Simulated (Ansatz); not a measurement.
Input of an Ansatz 0.2.0 run:

The input input.yaml:

```yaml
crystal:
  lattice:
    - [3.1831225544, 0.0, 0.0]
    - [-1.5915612772, 2.7566649955, 0.0]
    - [0.0, 0.0, 35.1805582101]
  atoms:
    - { symbol: W, position: [0.3333333333, 0.6666666667, 0.59231661] }
    - { symbol: W, position: [0.3333333333, 0.6666666667, 0.2234] }
    - { symbol: W, position: [0.6666666667, 0.3333333333, 0.7766] }
    - { symbol: W, position: [0.6666666667, 0.3333333333, 0.40768339] }
    - { symbol: S, position: [0.3333333333, 0.6666666667, 0.82114964] }
    - { symbol: S, position: [0.3333333333, 0.6666666667, 0.45202369] }
    - { symbol: S, position: [0.6666666667, 0.3333333333, 0.63662107] }
    - { symbol: S, position: [0.6666666667, 0.3333333333, 0.26774184] }
    - { symbol: S, position: [0.3333333333, 0.6666666667, 0.73225816] }
    - { symbol: S, position: [0.3333333333, 0.6666666667, 0.36337893] }
    - { symbol: S, position: [0.6666666667, 0.3333333333, 0.54797631] }
    - { symbol: S, position: [0.6666666667, 0.3333333333, 0.17885036] }
hamiltonian:
  xc: revpbe
  pseudopotentials: { kind: paw }
kpoints:
  mp_grid: { grid: [10, 10, 1] }
scf:
  occupations: { method: fermi_dirac, width: 0.05 }
output:
  forces: true
  stress: true
  eigenvalues: true
  write_density: true
  write_potential: true
  elf: true
  volumetric_format: npy
relax:
  f_tol: 0.01
  max_steps: 40
  cell: { stress_tol: 0.05 }
```

Potentials or basis: Ansatz PAW.

Run with:

```sh
$ ansatz run input.yaml --threads 4 --pin off --max-ram 11264MiB --backend cpu --events-out ev --progress --plain --runs-dir out
```

Estimate the relaxed cell.

a = 3.205 Å, b = 3.205 Å, c = 37.864 Å, α = 90.00°, β = 90.00°, γ = 120.00°.

What does it give for the relaxed volume?

28.06 Å³/atom.

Step by step:
| step | energy change (eV) | largest force (eV/Å) | volume (Å³) |
| --- | --- | --- | --- |
| 1 | 0.0000 | 0.3007 | 308.70 |
| 2 | -0.1135 | 0.1100 | 331.21 |
| 3 | -0.1874 | 0.0362 | 334.69 |
| 4 | -0.2185 | 0.0195 | 342.63 |
| 5 | -0.2314 | 0.0647 | 352.01 |
| 6 | -0.2337 | 0.0506 | 356.01 |
| 7 | -0.2351 | 0.0078 | 357.63 |
| 8 | -0.2367 | 0.0207 | 358.16 |
| 9 | -0.2397 | 0.0309 | 356.93 |
| 10 | -0.2430 | 0.0267 | 353.30 |
| 11 | -0.2454 | 0.0319 | 350.11 |
| 12 | -0.2484 | 0.0174 | 346.03 |
| 13 | -0.2502 | 0.0088 | 342.76 |
| 14 | -0.2515 | 0.0053 | 339.73 |
| 15 | -0.2526 | 0.0054 | 336.75 |
| 16 | -0.2572 | 0.0050 | 336.75 |

Caveat: the plane-wave basis is chosen anew once the cell has moved, so the energies of steps on either side of that aren't comparable; spin-orbit coupling is left out, which moves the levels of the heavy elements; the PAW data sets come from PBE, with cores solved anew for the run's functional, which leaves a small shift of forces and pressure; without dispersion, layers of such crystals drift apart on relaxing, which shifts levels and gaps; volumes and pressures include the vacuum.
